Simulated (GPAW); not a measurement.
Runs of GPAW 26.7.0 on CdTe. Symmetry: F-43m, No. 216, cubic system. The conventional cell has a = 6.410 Å, b = 6.410 Å, c = 6.410 Å, α = 90.00°, β = 90.00°, γ = 90.00°. Te (site symmetry -43m) is surrounded by 4 Cd at 2.78 Å. Cd (site symmetry -43m) has 4 Te at 2.78 Å as nearest neighbours. 

```csv
task,level,potentials or basis,spin,eigensolver,band path,band points,spin axis theta (degrees),spin axis phi (degrees),gap on the mesh (eV),V0 of scaled cells (Å³/atom),B0 (GPa)
equation of state,PBEsol,"PAW data sets generated in the run's folder for this functional, pw",off,-,-,-,-,-,-,(a),42
band structure,GLLB-SC,"the program's PAW data sets (release 1.2.1) made for this functional, pw",off,-,"GXWKGLUWLK,UX",80,-,-,(b),-,-
band structure,mBEEF,"GPAW PAW data sets (gpaw-data 1.2.1), pw","SOC, no magnetisation",-,"GXWKGLUWLK,UX",80,90,0,1.00,-,-
equation of state,LDA,"JTH PAW 2.0, LDA, pw",off,-,-,-,-,-,-,32.98,47
```

Alike in all rows: cell as given; k mesh 6 × 6 × 6; cutoff (eV) 600; smearing fermi-dirac 0.05 eV.

Question: Fill in the values left out.

Answer: (a) 33.88; (b) 1.61.

Caveats: the GLLB-SC gap is the Kohn-Sham gap of the path plus the derivative discontinuity (some runs); a model potential gives levels but no total energy (some runs); spin-orbit coupling is left out, which moves the levels of the heavy elements (some runs); spin-orbit coupling was added after a scalar SCF, so levels and gaps hold it while energy, forces, pressure and moments don't (some runs); this program's spin-orbit splittings come out too wide for heavy elements (some runs); the PAW data sets were made with another functional, which shifts forces and pressure a little (some runs); the program truncates these outside data sets (some runs).

A k mesh can miss the band edges, and rows without SOC leave out spin-orbit coupling on Cd, Te.

Runs at the PBE level aren't shown here.
